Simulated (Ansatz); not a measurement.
All numbers below come from DFT PBE, scalar-relativistic, plane waves, PAW in Ansatz. Settings: cutoff 420 eV, Γ-centred meshes spaced at most about 0.3 Å⁻¹, and about 0.25 Å⁻¹ or finer for metals (2π included), Gaussian smearing. No spin polarisation in the final relaxations.

All energies are static (0 K, no zero-point motion).

Compare these two cells of Sn, each relaxed at this level.

A.

```yaml
crystal:
  lattice:
    - [-1.67984, 1.67984, 2.47911]
    - [1.67984, -1.67984, 2.47911]
    - [1.67984, 1.67984, -2.47911]
  atoms:
    - { symbol: Sn, position: [0.50000, 0.50000, 0.00000] }
```

B.

```yaml
crystal:
  lattice:
    - [1.62483, -2.84930, 0.00000]
    - [1.62483, 2.84930, 0.00000]
    - [0.00000, 0.00000, 3.06977]
  atoms:
    - { symbol: Sn, position: [0.50000, 0.50000, 0.50000] }
```

**Question.** Which is lower in energy, and by how much?

**Answer.** B is lower, by 18 meV/atom. A has the indium (bct) type, space group I4/mmm (No. 139), 28.0 Å³/atom and no gap on its mesh; B has space group Cmmm (No. 65), 28.4 Å³/atom and no gap. Counting all near atoms (those within 1.25 times the shortest distance at each site), A has Sn 12 and B has Sn 8. Both come from invented guesses. The part of the Crystallography Open Database at hand lists Sn in space groups No. 15, 139, 141, 225, 227; sharing a group (I4/mmm) doesn't make a cell the listed structure.

Cells relaxed within their symmetry can be saddle points. The Cmmm cell of Sn came from shaking the I4/mmm one.
